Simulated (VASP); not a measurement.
A run of VASP 6.6.1 is set up as follows.

INCAR

```
SYSTEM = HfSi2
  PREC = Accurate
  ENCUT = 600
  EDIFF = 1E-6
  ISMEAR = 1
  SIGMA = 0.1
  LREAL = .FALSE.
  LASPH = .TRUE.
  NELM = 80
  ALGO = Normal
  ISIF = 3
  LWAVE = .FALSE.
  LCHARG = .FALSE.
  GGA = PS
  IBRION = 2
  NSW = 90
  EDIFFG = -0.01
  KPAR = 2
```

The input KPOINTS:

```
regular mesh
0
G
  10 10 10
  0 0 0
```

File POSCAR:

```
HfSi2
1.0
    1.8360000000     -7.2850000000      0.0000000000
    1.8360000000      7.2850000000      0.0000000000
    0.0000000000      0.0000000000      3.6410000000
Hf Si
2 4
Direct
    0.8940000000      0.1060000000      0.2500000000
    0.1060000000      0.8940000000      0.7500000000
    0.5590000000      0.4410000000      0.2500000000
    0.4410000000      0.5590000000      0.7500000000
    0.2500000000      0.7500000000      0.2500000000
    0.7500000000      0.2500000000      0.7500000000
```

Potentials or basis: VASP PAW PBE potentials, release 64 (Hf_pv, Si).

Run with:

```console
$ cat potpaw_PBE.64/Hf_pv/POTCAR potpaw_PBE.64/Si/POTCAR > POTCAR
$ mpirun -np 2 vasp_std > vasp.out
```

(1) Estimate the space group after relaxing (to 0.05 Å).

(2) What does it give for the relaxed cell?

(3) What does it give for the relaxed volume?

(4) Estimate the band gap on the k mesh.

Results:

(1) Cmcm (No. 63).

(2) a = 7.407 Å, b = 7.407 Å, c = 3.638 Å, α = 90.00°, β = 90.00°, γ = 151.45°.

(3) 15.90 Å³/atom.

(4) none (metal or under the smearing width).

Caveat: the PAW data sets were made with another functional, which shifts forces and pressure a little.
